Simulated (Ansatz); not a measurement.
## BaTiO$_{3}$: input and output

input.yaml (Ansatz 0.2.0)

```yaml
crystal:
  lattice:
    - [-7.93712657, 0.0, 0.0]
    - [0.0, -2.82598641, 2.83470229]
    - [0.0, 2.82598641, 2.83470229]
  atoms:
    - { symbol: Ba, position: [0.0, 0.0, 0.0] }
    - { symbol: Ba, position: [0.5, 0.0, 0.0] }
    - { symbol: Ti, position: [0.25, 0.5079, 0.5079] }
    - { symbol: Ti, position: [0.75, 0.5079, 0.5079] }
    - { symbol: O, position: [0.0, 0.4921, 0.4921] }
    - { symbol: O, position: [0.5, 0.4921, 0.4921] }
    - { symbol: O, position: [0.25, 0.99371, 0.50251] }
    - { symbol: O, position: [0.75, 0.99371, 0.50251] }
    - { symbol: O, position: [0.25, 0.50251, 0.99371] }
    - { symbol: O, position: [0.75, 0.50251, 0.99371] }
  symmetry: { tolerance: 0.0003 }
kpoints:
  mp_grid: { grid: [4, 6, 6], shift: [0, 0, 0] }
  band_path:
    path:
      - [0.0, 0.0, 0.0]
      - [0.0, 0.5, 0.5]
      - [0.0, 0.49846501, 0.50153499]
      - [0.0, -0.49846501, 0.49846501]
      - [0.0, 0.0, 0.0]
      - [-1.0, 0.0, 0.0]
      - [-1.0, -0.49846501, 0.49846501]
      - [-1.0, 0.49846501, 0.50153499]
      - [-1.0, 0.5, 0.5]
      - [0.0, 0.5, 0.5]
      - [0.0, 0.0, 0.0]
    npoints: 7
magnetization:
  spin_polarized: false
scf:
  occupations: { method: fermi_dirac }
  lower_state_search: "off"
  max_iter: 200
hamiltonian:
  pseudopotentials: { kind: paw }
  xc: pbe
basis:
  ecutwfc: 420
  fft_grid_basis: typed
output:
  forces: true
  stress: true
  eigenvalues: true
  bader: true
  populations: true
  elf: true
  write_potential: true
  volumetric_format: npy
  dos:
    e_range: [-12, 8]
    de: 0.05
    projected: { site_lists: { Ba: [Ba], O: [O], Ti: [Ti] } }
  write_density: true
checkpoint:
  read: saved_state
```

Command:

```sh
ansatz run input.yaml --threads 1 --pin off --max-ram 2560MiB --backend cpu --events-out ev --progress --plain --runs-dir out
```

The run starts from an earlier solution of this cell. 

Output (shortened):

```
Free energy (F): -20319.1071 eV
Harris-Foulkes:  -20319.1071 eV  (|F-HF|=3.53e-10)
Internal energy: -20319.1071 eV  (E = F + TS)
E sigma→0 (E₀):  -20319.1071 eV
Entropy (-TS):    0.0000 eV (-0.004 meV/atom)
Fermi energy:    11.4221 eV
--- Forces (eV/Å), atoms counted from 1 ---
  atom   1  Ba     0.0000     0.0000     0.0896
  atom   2  Ba     0.0000     0.0000     0.0896
  atom   3  Ti     0.0000     0.0000     0.1630
  atom   4  Ti     0.0000     0.0000     0.1630
  atom   5  O      0.0000     0.0000     0.0854
  atom   6  O      0.0000     0.0000     0.0854
  atom   7  O      0.0000    -0.0163    -0.1690
  atom   8  O      0.0000    -0.0163    -0.1690
  atom   9  O      0.0000     0.0163    -0.1690
  atom  10  O      0.0000     0.0163    -0.1690
--- Stress (GPa, compression-positive) ---
        4.6917       0.0000       0.0000
        0.0000       3.9816       0.0000
        0.0000       0.0000       3.2560
  P = ⅓ Tr σ = 3.9765 GPa (39.765 kbar)
```

Origin: a database entry at a rescaled volume.

It took 2.3 min on 1 thread of Arm Neoverse V1, with other jobs on the host, peak memory 0.57 GiB, starting from a saved density.
